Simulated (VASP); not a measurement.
# ZnS (Wurtzite-2H) (P6_3mc) in VASP: a series of runs

One crystal, ZnS (Wurtzite-2H), is run at these levels: HSE06; tasks: single point.

All numbers are computed with VASP 6.6.1; they aren't measurements. Logs are shortened: lines on timing, memory, paths and dates and some standing lists are left out, and cuts for length are marked.

### 1 The crystal as given

It takes space group P6_3mc (No. 186, hexagonal). Conventional cell: a = 3.811 Å, b = 3.811 Å, c = 6.234 Å, α = 90.00°, β = 90.00°, γ = 120.00°. Zn (site symmetry 3m) is surrounded by 4 S at 2.31 to 2.40 Å. Around S (site symmetry 3m) lie 4 Zn at 2.31 to 2.40 Å.

### 2 Single point, HSE06

File POSCAR:

```
ZnS
1.0
    3.8110000000      0.0000000000      0.0000000000
   -1.9055000000      3.3004228138      0.0000000000
    0.0000000000      0.0000000000      6.2340000000
Zn S
2 2
Direct
    0.6666666667      0.3333333333      0.5000000000
    0.3333333333      0.6666666667      0.0000000000
    0.6666666667      0.3333333333      0.8850000000
    0.3333333333      0.6666666667      0.3850000000
```

File INCAR.step1:

```
ALGO = Normal ; EDIFF = 1E-5
ENCUT = 400 ; GGA = PE
ISIF = 2 ; ISMEAR = 0
LASPH = True ; LCHARG = False
LREAL = False ; LWAVE = True
NBANDS = 26 ; NELM = 100
NKRED = 1 ; PREC = Accurate
SIGMA = 0.01
```

File INCAR.step2:

```
ALGO = Normal ; EDIFF = 1E-6
ENCUT = 400 ; GGA = PE
HFSCREEN = 0.2 ; ISIF = 2
ISMEAR = 0 ; ISTART = 1
LASPH = True ; LCHARG = False
LHFCALC = True ; LREAL = False
LWAVE = False ; NBANDS = 26
NELM = 100 ; NKRED = 1
PREC = Accurate ; PRECFOCK = Fast
SIGMA = 0.01
```

File KPOINTS:

```
k-points
0
Gamma
  4 4 2
```

Potentials or basis: VASP PAW PBE potentials, release 64 (Zn, S).

Started as:

```
> cat potpaw_PBE.64/Zn/POTCAR potpaw_PBE.64/S/POTCAR > POTCAR
> cp INCAR.step1 INCAR
> mpirun -np 1 vasp_std > vasp.out
> cp INCAR.step2 INCAR
> mpirun -np 1 vasp_std > vasp.out
```

OUTCAR:

```text
EDIFF = 1E-6
   ENCUT = 400
   GGA = PE
   HFSCREEN = 0.2
   ISIF = 2
   ISMEAR = 0
   ISTART = 1
   LASPH = True
   LHFCALC = True
   LREAL = False
   NELM = 100
   NKRED = 1
   PREC = Accurate
   PRECFOCK = Fast

 Found      8 irreducible k-points:

 Following reciprocal coordinates:
            Coordinates               Weight
  0.000000  0.000000  0.000000      1.000000
  0.250000  0.000000  0.000000      6.000000
  0.500000  0.000000  0.000000      3.000000
  0.250000  0.250000  0.000000      6.000000
  0.000000  0.000000  0.500000      1.000000
  0.250000  0.000000  0.500000      6.000000
   k-points           NKPTS =      8   k-points in BZ     NKDIM =     32   number of bands    NBANDS=     26
   number of dos      NEDOS =    301   number of ions     NIONS =      4
   total plane-waves  NPLWV =  32928
   dimension x,y,z NGX =    28 NGY =   28 NGZ =   42
   dimension x,y,z NGXF=    56 NGYF=   56 NGZF=   84
   ions per type =               2   2
   NGX,Y,Z   is equivalent  to a cutoff of  12.21, 12.21, 11.20 a.u.
   NGXF,Y,Z  is equivalent  to a cutoff of  24.43, 24.43, 22.40 a.u.
 SYSTEM =  unknown system
   PREC   = accura    normal or accurate (medium, high low for compatibility)
   ISTART =      1    job   : 0-new  1-cont  2-samecut
   ICHARG =      0    charge: 1-file 2-atom 10-const
   ISPIN  =      1    spin polarized calculation?
   LNONCOLLINEAR =      F non collinear calculations
   LSORBIT =      F    spin-orbit coupling
   LASPH  =      T    aspherical Exc in radial PAW
   ENCUT  =  400.0 eV  29.40 Ry    5.42 a.u.   6.21  6.21 10.17*2*pi/ulx,y,z
   NELM   =    100;   NELMIN=  2; NELMDL=  0     # of ELM steps
   EDIFF  = 0.1E-05   stopping-criterion for ELM
   LREAL  =      F    real-space projection
   EDIFFG = 0.1E-04   stopping-criterion for IOM
   NSW    =      0    number of steps for IOM
   IBRION =     -1    ionic relax: 0-MD 1-quasi-New 2-CG
   NFREE  =      0    steps in history (QN), initial steepest desc. (CG)
   ISIF   =      2    stress and relaxation
   ISYM   =      3    0-nonsym 1-usesym 2-fastsym
   POTIM  = 0.5000    time-step for ionic-motion
   TEBEG  =    0.0;   TEEND  =   0.0 temperature during run
   PSTRESS=    0.0 pullay stress
   NELECT =      36.0000    total number of electrons
   NUPDOWN=      -1.0000    fix difference up-down
   EMIN   =  10.00;   EMAX   =-10.00  energy-range for DOS
   EFERMI =   0.00;   METHOD = LEGACY
   ISMEAR =     0;   SIGMA  =   0.01  broadening in eV -4-tet -1-fermi 0-gaus
   EFERMI_NEDOS =   21; number of points for ismear=-14 and -15
   IALGO  =     38    algorithm
   IMIX   =      1    mixing-type and parameters
     AMIX     =   0.40;   BMIX     =  1.00
     AMIX_MAG =   1.60;   BMIX_MAG =  1.00
  volume/ion in A,a.u.               =      19.60       132.29
  Fermi-wavevector in a.u.,A,eV,Ry     =   1.262943  2.386617 21.701647  1.595026
  Thomas-Fermi vector in A             =   2.396326
   LORBIT       =      0    0 simple, 1 ext, 2 COOP (PROOUT), +10 PAW based schemes
   GGA     = PE    functional components
   LHFCALC =     T    Hartree Fock is set to
   PRECFOCK=fast      Normal, Fast or Accurate (Low or Medium for compatibility)
   ENCUT4O =  -1.0   cutoff for four orbital integrals eV
   NKREDX  =     1    reduce k-point grid by
   NKREDY  =     1    reduce k-point grid by
   NKREDZ  =     1    reduce k-point grid by
   AEXX    =    0.2500 exact exchange contribution
   HFSCREEN=    0.2000 screening length (either q_TF or 0.3 A-1)
   HFSCREENC=   0.2000 screening length for correlation (either q_TF or 0.3 A-1)
   ENCUTFOCK=  -1.0 apply spherical cutoff to Coloumb kernel
   IVDW    =     0    specifies the selected vdW correction
   LEPSILON=     F    determine dielectric tensor
   LRPA    =     F    only Hartree local field effects (RPA)
 non-spin polarized calculation
 Gauss-broadening in eV      SIGMA  =   0.01
  energy-cutoff  :      400.00
  volume of cell :       78.41
 maximum number of plane-waves:      1448
 NGX is ok and might be reduce to    28
  NGX = 14; NGY = 14; NGZ = 24

 number of electron      35.9999957 magnetization

 Free energy of the ion-electron system (eV)
  ---------------------------------------------------
  ext. energy  EPLUGINS =         0.00000000
  ---------------------------------------------------
  free energy    TOTEN  =       -16.71225268 eV

  energy without entropy =      -16.71225268  energy(sigma->0) =      -16.71225268

 E-fermi :   1.5052     XC(G=0):  -7.9721

 val. band max:        1.4500080921   @ k =   0.0000   0.0000   0.0000
 cond. band min:       4.9351366414   @ k =   0.0000   0.0000   0.0000
 fundamental gap:      3.4851285493
 Fermi energy:         1.5052440369

 k-point     1 :       0.0000    0.0000    0.0000
  band No.  band energies     occupation
      1     -12.9487      2.00000
      2     -11.9634      2.00000
      3      -6.4434      2.00000
      4      -6.4434      2.00000
      5      -6.3903      2.00000
      6      -6.3800      2.00000
[... 18 lines left out ...]
     25      10.4339      0.00000
     26      12.1835      0.00000

 k-point     2 :       0.2500    0.0000    0.0000
  band No.  band energies     occupation
      1     -12.5281      2.00000
      2     -11.7500      2.00000
      3      -6.4027      2.00000
      4      -6.3688      2.00000
      5      -6.3298      2.00000
      6      -6.2758      2.00000
[... 18 lines left out ...]
     25      11.2675      0.00000
     26      11.7636      0.00000

 k-point     3 :       0.5000    0.0000    0.0000
  band No.  band energies     occupation
      1     -11.9511      2.00000
      2     -11.6137      2.00000
      3      -6.3627      2.00000
      4      -6.3157      2.00000
      5      -6.1702      2.00000
      6      -6.1413      2.00000
[... 18 lines left out ...]
     25      11.8244      0.00000
     26      14.2630      0.00000

 k-point     4 :       0.2500    0.2500    0.0000
  band No.  band energies     occupation
      1     -11.9703      2.00000
      2     -11.6055      2.00000
      3      -6.3595      2.00000
      4      -6.2717      2.00000
      5      -6.1956      2.00000
      6      -6.1669      2.00000
[... 18 lines left out ...]
     25      11.3582      0.00000
     26      12.5643      0.00000

 k-point     5 :       0.0000    0.0000    0.5000
  band No.  band energies     occupation
      1     -12.4936      2.00000
      2     -12.4936      2.00000
      3      -6.4179      2.00000
      4      -6.4179      2.00000
      5      -6.4179      2.00000
      6      -6.4179      2.00000
[... 18 lines left out ...]
     25       9.5853      0.00000
     26       9.5853      0.00000

 k-point     6 :       0.2500    0.0000    0.5000
  band No.  band energies     occupation
      1     -12.1555      2.00000
      2     -12.1555      2.00000
      3      -6.3660      2.00000
      4      -6.3660      2.00000
      5      -6.3255      2.00000
      6      -6.3255      2.00000
[... 18 lines left out ...]
     25      10.9781      0.00000
     26      10.9781      0.00000

 [... further k-points ...]

------------------------ aborting loop because EDIFF is reached ----------------------------------------

  FORCE on cell =-STRESS in cart. coord.  units (eV):
  Direction    XX          YY          ZZ          XY          YZ          ZX
  --------------------------------------------------------------------------------------
  -------------------------------------------------------------------------------------
  Total        1.1455432      1.1455432     -0.1263348      0.0000000     -0.0000000      0.0000000
  in kB       23.4070532     23.4070532     -2.5814176      0.0000000     -0.0000000      0.0000000
  external PRESSURE =      14.7442296 kB  Pullay stress =       0.0000000 kB

 VOLUME and BASIS-vectors are now :
 -----------------------------------------------------------------------------
  energy-cutoff  :      400.00
  volume of cell :       78.41
      direct lattice vectors                 reciprocal lattice vectors
     3.811000000  0.000000000  0.000000000     0.262398321  0.151495741  0.000000000
    -1.905500000  3.300422814  0.000000000     0.000000000  0.302991482  0.000000000
     0.000000000  0.000000000  6.234000000     0.000000000  0.000000000  0.160410651

 POSITION                                       TOTAL-FORCE (eV/Angst)
 -----------------------------------------------------------------------------------
      1.90550      1.10014      3.11700        -0.000000     -0.000000      0.338098
     -0.00000      2.20028      0.00000         0.000000     -0.000000      0.338098
      1.90550      1.10014      5.51709         0.000000     -0.000000     -0.338098
     -0.00000      2.20028      2.40009        -0.000000      0.000000     -0.338098
 -----------------------------------------------------------------------------------
    total drift:                               -0.000000     -0.000000      0.001829

  FREE ENERGIE OF THE ION-ELECTRON SYSTEM (eV)
  ---------------------------------------------------
  free  energy   TOTEN  =       -16.7122526798 eV

  energy  without entropy=      -16.7122526798  energy(sigma->0) =      -16.71225268
```

Wall time 3.5 min (1 thread of Intel Xeon Platinum 8488C (Sapphire Rapids), shared host); peak memory 0.27 GiB.

These settings aren't checked as converged: the numbers below hold their error.

What came out:

- Free energy: -16.7123 eV
- Pressure: 1.5 GPa
- Largest force: 0.338 eV/Å
- Band gap on the k mesh: 3.49 eV, direct

Caveat: the k mesh is coarse (spacing up to 0.50 Å⁻¹), so the values aren't converged, least of all with exact exchange; the PAW data sets were made with another functional, which shifts forces and pressure a little.

### 3 Single point, HSE06

POSCAR is that of step 2.

Changes to INCAR.step1 since step 2:

```diff
@@ -1,3 +1,3 @@
 ALGO = Normal ; EDIFF = 1E-5
-ENCUT = 400 ; GGA = PE
+ENCUT = 350 ; GGA = PE
 ISIF = 2 ; ISMEAR = 0
```

File INCAR.step2:

```
ALGO = Normal ; EDIFF = 1E-6
ENCUT = 350 ; GGA = PE
HFSCREEN = 0.2 ; ISIF = 2
ISMEAR = 0 ; ISTART = 1
LASPH = True ; LCHARG = False
LHFCALC = True ; LREAL = False
LWAVE = False ; NBANDS = 26
NELM = 100 ; NKRED = 1
PREC = Accurate ; PRECFOCK = Medium
SIGMA = 0.01
```

File KPOINTS:

```
k-points
0
Gamma
  4 4 3
```

Potentials or basis: VASP PAW PBE potentials, release 64 (Zn, S).

Started as:

```
> cat potpaw_PBE.64/Zn/POTCAR potpaw_PBE.64/S/POTCAR > POTCAR
> cp INCAR.step1 INCAR
> mpirun -np 1 vasp_std > vasp.out
> cp INCAR.step2 INCAR
> mpirun -np 1 vasp_std > vasp.out
```

OUTCAR:

```text
EDIFF = 1E-6
   ENCUT = 350
   GGA = PE
   HFSCREEN = 0.2
   ISIF = 2
   ISMEAR = 0
   ISTART = 1
   LASPH = True
   LHFCALC = True
   LREAL = False
   NELM = 100
   NKRED = 1
   PREC = Accurate
   PRECFOCK = Medium

 Found      8 irreducible k-points:

 Following reciprocal coordinates:
            Coordinates               Weight
  0.000000  0.000000  0.000000      1.000000
  0.250000  0.000000  0.000000      6.000000
  0.500000  0.000000  0.000000      3.000000
  0.250000  0.250000  0.000000      6.000000
  0.000000  0.000000  0.333333      2.000000
  0.250000  0.000000  0.333333     12.000000
   k-points           NKPTS =      8   k-points in BZ     NKDIM =     48   number of bands    NBANDS=     26
   number of dos      NEDOS =    301   number of ions     NIONS =      4
   total plane-waves  NPLWV =  23040
   dimension x,y,z NGX =    24 NGY =   24 NGZ =   40
   dimension x,y,z NGXF=    48 NGYF=   48 NGZF=   80
   ions per type =               2   2
   NGX,Y,Z   is equivalent  to a cutoff of  10.47, 10.47, 10.67 a.u.
   NGXF,Y,Z  is equivalent  to a cutoff of  20.94, 20.94, 21.33 a.u.
 SYSTEM =  unknown system
   PREC   = accura    normal or accurate (medium, high low for compatibility)
   ISTART =      1    job   : 0-new  1-cont  2-samecut
   ICHARG =      0    charge: 1-file 2-atom 10-const
   ISPIN  =      1    spin polarized calculation?
   LNONCOLLINEAR =      F non collinear calculations
   LSORBIT =      F    spin-orbit coupling
   LASPH  =      T    aspherical Exc in radial PAW
   ENCUT  =  350.0 eV  25.72 Ry    5.07 a.u.   5.81  5.81  9.51*2*pi/ulx,y,z
   NELM   =    100;   NELMIN=  2; NELMDL=  0     # of ELM steps
   EDIFF  = 0.1E-05   stopping-criterion for ELM
   LREAL  =      F    real-space projection
   EDIFFG = 0.1E-04   stopping-criterion for IOM
   NSW    =      0    number of steps for IOM
   IBRION =     -1    ionic relax: 0-MD 1-quasi-New 2-CG
   NFREE  =      0    steps in history (QN), initial steepest desc. (CG)
   ISIF   =      2    stress and relaxation
   ISYM   =      3    0-nonsym 1-usesym 2-fastsym
   POTIM  = 0.5000    time-step for ionic-motion
   TEBEG  =    0.0;   TEEND  =   0.0 temperature during run
[... 18 lines left out ...]
   ENCUT4O =  -1.0   cutoff for four orbital integrals eV
   NKREDX  =     1    reduce k-point grid by
   NKREDY  =     1    reduce k-point grid by
   NKREDZ  =     1    reduce k-point grid by
   AEXX    =    0.2500 exact exchange contribution
   HFSCREEN=    0.2000 screening length (either q_TF or 0.3 A-1)
   HFSCREENC=   0.2000 screening length for correlation (either q_TF or 0.3 A-1)
   ENCUTFOCK=  -1.0 apply spherical cutoff to Coloumb kernel
   IVDW    =     0    specifies the selected vdW correction
   LEPSILON=     F    determine dielectric tensor
   LRPA    =     F    only Hartree local field effects (RPA)
 non-spin polarized calculation
 Gauss-broadening in eV      SIGMA  =   0.01
  energy-cutoff  :      350.00
  volume of cell :       78.41
 maximum number of plane-waves:      1176
 NGX is ok and might be reduce to    24

 number of electron      35.9999988 magnetization

 Free energy of the ion-electron system (eV)
  ---------------------------------------------------
  ext. energy  EPLUGINS =         0.00000000
  ---------------------------------------------------
  free energy    TOTEN  =       -16.70415100 eV

  energy without entropy =      -16.70415100  energy(sigma->0) =      -16.70415100

 E-fermi :   1.5068     XC(G=0):  -7.9722

 val. band max:        1.4563279668   @ k =   0.0000   0.0000   0.0000
 cond. band min:       4.9317794705   @ k =   0.0000   0.0000   0.0000
 fundamental gap:      3.4754515036
 Fermi energy:         1.5068398820

 k-point     1 :       0.0000    0.0000    0.0000
  band No.  band energies     occupation
      1     -12.9475      2.00000
      2     -11.9616      2.00000
      3      -6.4306      2.00000
      4      -6.4306      2.00000
      5      -6.3777      2.00000
      6      -6.3667      2.00000
[... 163 lines left out ...]
     25      11.0093      0.00000
     26      11.5566      0.00000

 [... further k-points ...]

------------------------ aborting loop because EDIFF is reached ----------------------------------------

  FORCE on cell =-STRESS in cart. coord.  units (eV):
  Direction    XX          YY          ZZ          XY          YZ          ZX
  --------------------------------------------------------------------------------------
  -------------------------------------------------------------------------------------
  Total        1.1556484      1.1556484     -0.0966686      0.0000000      0.0000000      0.0000000
  in kB       23.6135344     23.6135344     -1.9752437      0.0000000      0.0000000      0.0000000
  external PRESSURE =      15.0839417 kB  Pullay stress =       0.0000000 kB

 VOLUME and BASIS-vectors are now :
 -----------------------------------------------------------------------------
  energy-cutoff  :      350.00
  volume of cell :       78.41
      direct lattice vectors                 reciprocal lattice vectors
     3.811000000  0.000000000  0.000000000     0.262398321  0.151495741  0.000000000
    -1.905500000  3.300422814  0.000000000     0.000000000  0.302991482  0.000000000
     0.000000000  0.000000000  6.234000000     0.000000000  0.000000000  0.160410651

 POSITION                                       TOTAL-FORCE (eV/Angst)
 -----------------------------------------------------------------------------------
      1.90550      1.10014      3.11700         0.000000     -0.000000      0.334882
     -0.00000      2.20028      0.00000        -0.000000      0.000000      0.334882
      1.90550      1.10014      5.51709         0.000000      0.000000     -0.334882
     -0.00000      2.20028      2.40009         0.000000      0.000000     -0.334882
 -----------------------------------------------------------------------------------
    total drift:                               -0.000000     -0.000001     -0.000868

  FREE ENERGIE OF THE ION-ELECTRON SYSTEM (eV)
  ---------------------------------------------------
  free  energy   TOTEN  =       -16.7041510015 eV

  energy  without entropy=      -16.7041510015  energy(sigma->0) =      -16.70415100
```

OUTCAR.step1:

```text
EDIFF = 1E-5
   ENCUT = 350
   GGA = PE
   ISIF = 2
[... 289 lines left out ...]
      1.90550      1.10014      3.11700         0.000000     -0.000000      0.335239
     -0.00000      2.20028      0.00000        -0.000000      0.000000      0.335239
      1.90550      1.10014      5.51709        -0.000000     -0.000000     -0.335239
     -0.00000      2.20028      2.40009         0.000000      0.000000     -0.335239
 -----------------------------------------------------------------------------------
    total drift:                               -0.000001     -0.000001     -0.000058

  FREE ENERGIE OF THE ION-ELECTRON SYSTEM (eV)
  ---------------------------------------------------
  free  energy   TOTEN  =       -13.5995958327 eV

  energy  without entropy=      -13.5995958327  energy(sigma->0) =      -13.59959583
```

Run time: 17 min. Hardware: 1 thread of Intel Xeon Platinum 8488C (Sapphire Rapids), shared host; peak memory 0.27 GiB.

These settings aren't checked as converged: the numbers below hold their error.

Results:

| Property | Result |
| --- | --- |
| Free energy | -16.7042 eV |
| Pressure | 1.5 GPa |
| Largest force | 0.335 eV/Å |
| Band gap on the k mesh | 3.48 eV, direct |

Caveat: the k mesh is coarse (spacing up to 0.48 Å⁻¹), so the values aren't converged, least of all with exact exchange; the PAW data sets were made with another functional, which shifts forces and pressure a little.

(Continued in part 2 of 2.)
